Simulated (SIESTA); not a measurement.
MgS:

```
CELL_PARAMETERS angstrom
0.00000 2.83312 2.83312
2.83312 0.00000 2.83312
2.83312 2.83312 0.00000
ATOMIC_POSITIONS crystal
S 0.25000 0.25000 0.25000
Mg 0.00000 0.00000 0.00000
```

The cell comes from a database or a generator and needn't be the stable form of this composition.

| Quantity | Value |
| --- | --- |
| Program | SIESTA 5.4.2 |
| Task | single point |
| Functional | PBE |
| Potentials or basis | PseudoDojo 0.4 standard (PBE files) |
| Basis | DZP (energy shift 0.003 Ry; two zetas on semicore shells) |
| Grid cutoff | 800 Ry |
| Energy shift | 0.003 Ry |
| k mesh | 8 × 8 × 8 |
| Occupations | fermi-dirac, width 0.05 eV |
| Spin | no spin polarisation |

On this cell: pressure 2.7 GPa; largest force zero by symmetry; band gap on the k mesh 3.39 eV, direct.

The same run follows on a disturbed copy (atoms moved at random, drawn with an rms of 0.05 Å):

```xyz
2
Lattice="0.0000 2.8331 2.8331 2.8331 0.0000 2.8331 2.8331 2.8331 0.0000" Properties=species:S:1:pos:R:3 pbc="T T T"
S     1.4079    1.4394    1.4292
Mg    0.0410   -0.0268   -0.0051
```

Question: What does the disturbed cell give?

Answer: The energy moves by +8.6 meV/atom; pressure 2.8 GPa; largest force 0.483 eV/Å; band gap on the k mesh 3.31 eV, direct.

Forces in eV/Å, atoms in the order of the input:
```
S    0.321 -0.322 -0.162
Mg  -0.320  0.312  0.164
```

Stress tensor (GPa, compression positive):
```
 2.78 -0.59 -1.30
-0.59  2.78  1.31
-1.30  1.31  2.86
```

Caveats: the basis of atomic orbitals isn't converged, which shifts pressures, moduli and gaps.

A k mesh can miss the band edges.
